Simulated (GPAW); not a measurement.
# Pb in GPAW: the effect of functional

Crystal: Pb.

```
Pb
1.0
    -1.97966    1.97966    1.97966
     1.97966   -1.97966    1.97966
     1.97966    1.97966   -1.97966
Pb
1
Cartesian
  0.0000 0.0000 0.0000
```

This isn't the form of Pb at room conditions, which is fcc.

Alike in all runs:

```yaml
Program: GPAW 26.7.0
Task: Fermi surface
Cutoff: 510 eV
Basis: pw
k_mesh: 9 × 9 × 9
Occupations: fermi-dirac, width 0.05 eV
Spin: no spin polarisation
```

```tsv
functional	potentials or basis	pressure (GPa)
LDA	the program's PAW data sets (release 1.2.1) made for this functional	?
PBEsol	PAW data sets generated in the run's folder for this functional	-2.4
r2SCAN	GPAW PAW data sets (gpaw-data 1.2.1)	-0.8
RPBE	the program's PAW data sets (release 1.2.1) made for this functional	1.9
AM05	PAW data sets generated in the run's folder for this functional	-2.1
WC	PAW data sets generated in the run's folder for this functional	-2.3
revPBE	the program's PAW data sets (release 1.2.1) made for this functional	1.4
SCAN	GPAW PAW data sets (gpaw-data 1.2.1)	-1.4
BLYP	PAW data sets generated in the run's folder for this functional	3.9
```

Question: What does the run with functional LDA give?

Answer: Pressure -3.9 GPa.

Caveats: the cutoff is short for stress and forces, so pressures can be off by a GPa or more; the PAW data sets were made with another functional, which shifts forces and pressure a little (some runs).

Runs at the PBE level aren't shown here.
